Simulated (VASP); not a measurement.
```
BeO
1.0
    1.35689    -2.35020     0.00000
    1.35689     2.35020     0.00000
    0.00000     0.00000     4.40516
Be O
2 2
Cartesian
  1.35689  -0.78340   2.20275
  1.35689   0.78340   0.00017
  1.35689  -0.78340   3.86756
  1.35689   0.78340   1.66498
```

The numbers are results of PBE GGA, VASP's PBE PAW potentials (set 64) (plane waves; VASP), not measurements. Numerical set-up: 520 eV cut-off, Gaussian smearing of 0.050 eV, potentials Be O.

Q: Give the energies of bands 3 to 10 at the high-symmetry points, in eV from the valence-band maximum.

A: 
```csv
band,Γ,M,K,A,L,H
3,-6.15,-5.65,-5.47,-3.34,-5.43,-4.35
4,-1.00,-4.02,-3.60,-3.34,-5.43,-4.35
5,-1.00,-3.34,-3.60,-0.54,-1.84,-4.34
6,-0.04,-2.61,-2.84,-0.54,-1.84,-4.34
7,-0.04,-1.93,-2.38,-0.54,-1.70,-1.26
8,0.00,-0.92,-2.38,-0.54,-1.70,-1.26
9,7.43,9.69,9.08,9.68,8.93,11.53
10,11.42,10.11,12.71,9.68,8.93,11.53
```

The gap is direct, 7.43 eV, from the valence maximum at Γ to the conduction minimum at Γ.

The compound is BeO in the wurtzite structure. It was relaxed first.
